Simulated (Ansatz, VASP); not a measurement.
Rh in VASP and in Ansatz

File INCAR:

```
SYSTEM = Rh
ALGO = Normal
EDIFF = 1E-6
ENCUT = 520
GGA = CA
ISIF = 2
ISMEAR = -1
LASPH = .True.
LCHARG = .True.
LELF = .True.
LREAL = .False.
LVHAR = .True.
LWAVE = .False.
NBANDS = 14
NELM = 100
PREC = Accurate
SIGMA = 0.1
```

The input KPOINTS:

```
k-points
0
Gamma
  16 16 16
  0 0 0
```

POSCAR

```
Rh
1.0
   -1.5432712150      1.5432712150      1.5432712150
    1.5432712150     -1.5432712150      1.5432712150
    1.5432712150      1.5432712150     -1.5432712150
Rh
1
Direct
    0.0000000000      0.0000000000      0.0000000000
```

Input for Ansatz:

```yaml
crystal:
  lattice:
    - [-1.543271215, 1.543271215, 1.543271215]
    - [1.543271215, -1.543271215, 1.543271215]
    - [1.543271215, 1.543271215, -1.543271215]
  atoms:
    - { symbol: Rh, position: [0.0, 0.0, 0.0] }
hamiltonian:
  xc: lda
  pseudopotentials:
    kind: paw
    azcp:
      Rh: "pseudopotentials/Rh.paw.azcp"
basis:
  ecutwfc: 420
  fft_grid_basis: typed
kpoints:
  mp_grid: { grid: [16, 16, 16], shift: [0, 0, 0] }
magnetization:
  spin_polarized: false
scf:
  occupations: { method: fermi_dirac, width: 0.1 }
  lower_state_search: "off"
output:
  stress: true
  write_density: true
  write_potential: true
  elf: true
  volumetric_format: npy
```

Alike in both runs: task single point; functional LDA; k mesh 16 × 16 × 16; occupations fermi-dirac, width 0.1 eV; no spin polarisation.

```csv
,VASP,Ansatz
version,VASP 6.6.1,Ansatz 0.2.0
potentials or method,"VASP PAW LDA potentials, release 64 (Rh_pv)","plane waves (420 eV) with PAW, scalar-relativistic"
plane-wave cutoff (eV),520,420
valence electrons in the cell,15,17
```

```csv
,VASP,Ansatz,Ansatz less VASP
pressure (GPa),-17.6,-18.2,-0.65
```

The two sets of potentials don't hold the same shells in valence. Ansatz warned: «pseudo_functional_mismatch».

Caveats: so large a pressure means that the cell lies far from this level's equilibrium, or that cutoff or potentials fall short (VASP).
